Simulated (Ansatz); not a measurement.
Eu, one cell by several methods

```yaml
crystal:
  lattice:
    - [-2.27550, 2.27550, 2.27550]
    - [2.27550, -2.27550, 2.27550]
    - [2.27550, 2.27550, -2.27550]
  atoms:
    - { symbol: Eu, position: [0.00000, 0.00000, 0.00000] }
```

The structure is an experimental refinement, used without relaxation.

Semilocal functionals without a Hubbard term describe localised f shells poorly; where the shell is localised, the real material differs.

The magnetic state is the one reached from the start moments; no search over orders was made, so it needn't be the ground state.

Spin–orbit coupling is left out, though it moves levels of the heavy atoms by tenths of an eV or more.

All numbers are computed: DFT, PBE, PAW with Ansatz's default frozen-core files, scalar-relativistic (Ansatz 0.2.0); DFT, PBE, all-electron PAW with datasets made for the crystal, scalar-relativistic (Ansatz 0.2.0); DFT, PBE, all-electron LAPW, scalar-relativistic (Ansatz 0.2.0).

For PAW: a Γ-centred 11×11×11 k mesh, Fermi–Dirac smearing of 0.03 eV, cutoff 420 eV, spin-polarised from start moments Eu 7 μB. The crystal-made all-electron datasets (AE datasets) take a cutoff of 260 eV at this cell. LAPW targets a basis error of 0.5 meV/atom. The Ansatz runs share mesh, smearing and spin set-up. Plane-wave (PAW) pressures include the program's estimate of the Pulay term.

Stress and pressure are positive in compression.

Levels count from the Fermi level.

| quantity | PAW | AE datasets | LAPW |
| --- | --- | --- | --- |
| pressure (GPa) | ? | -1.22 | -1.22 |
| moment of the cell (μB) | 7.289 | 7.282 | 7.281 |
| highest filled spin-up level at Γ (eV) | -0.399 | -0.401 | -0.401 |
| lowest empty spin-up level at Γ (eV) | ? | 1.749 | 1.749 |
| highest filled spin-up level at P (eV) | -0.448 | -0.449 | -0.449 |
| lowest empty spin-up level at P (eV) | ? | 0.039 | 0.039 |

(1) Fill in "PAW" for the row "lowest empty spin-up level at P (eV)".

(2) Give the missing entry: row "pressure (GPa)", column "PAW".

(3) Give the missing entry: row "lowest empty spin-up level at Γ (eV)", column "PAW".

## Answers

(1) 0.031.

(2) -1.27.

(3) 1.736.
